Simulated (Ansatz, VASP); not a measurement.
## P in VASP and in Ansatz

Contents of INCAR:

```
  ALGO = Normal
  EDIFF = 1E-6
  ENCUT = 520
  ISIF = 2
  ISMEAR = -1
  LASPH = T
  LCHARG = F
  LREAL = F
  LWAVE = F
  NBANDS = 12
  NELM = 60
  PREC = Accurate
  SIGMA = 0.05
```

KPOINTS

```
k-points
0
Gamma
  9 9 9
```

The input POSCAR:

```
P
1.0
    1.7484346925      1.0094592404      3.1708647352
   -1.7484346925      1.0094592404      3.1708647352
    0.0000000000     -2.0189184807      3.1708647352
P
2
Direct
    0.7729197500      0.7729197500      0.7729197500
    0.2270802500      0.2270802500      0.2270802500
```

Contents of input.yaml:

```yaml
crystal:
  lattice:
    - [1.7484346925, 1.0094592404, 3.1708647352]
    - [-1.7484346925, 1.0094592404, 3.1708647352]
    - [0.0, -2.0189184807, 3.1708647352]
  atoms:
    - { symbol: P, position: [0.77291975, 0.77291975, 0.77291975] }
    - { symbol: P, position: [0.22708025, 0.22708025, 0.22708025] }
kpoints:
  mp_grid: { grid: [9, 9, 9] }
scf:
  occupations: { method: fermi_dirac, width: 0.05 }
hamiltonian:
  xc: lda
  pseudopotentials: { kind: all_electron, lapw: { basis_error: 0.001 } }
output:
  forces: true
  stress: true
  eigenvalues: true
```

Change from the starting cell: volume scaled by 1.04.

Alike in both runs: task single point; functional LDA; k mesh 9 × 9 × 9; occupations fermi-dirac, width 0.05 eV; no spin polarisation.

|  | VASP | Ansatz |
| --- | --- | --- |
| version | VASP 6.6.1 | Ansatz 0.2.0 |
| potentials or method | VASP PAW LDA potentials, release 64 (P) | all-electron LAPW, scalar-relativistic |
| plane-wave cutoff (eV) | 520 | see its input |

Ansatz gave:

| Property | Result |
| --- | --- |
| gap on the k mesh at the Fermi level (eV) | none |
| pressure (GPa) | -6.1 |
| largest component of the traceless stress (GPa) | 0.30 |
| rms of the force components (eV/Å) | 0.038 |

Q: Which values does VASP return?

A: gap on the k mesh at the Fermi level (eV): none; pressure (GPa): -6.3; largest component of the traceless stress (GPa): 0.22; rms of the force components (eV/Å): 0.056.

Atom by atom the forces differ by 0.017 eV/Å (rms over components). A gap of «none» marks a metal or a gap that the smearing closes. Ansatz ran all-electron here, so the differences hold the error of VASP's frozen core and of both bases.
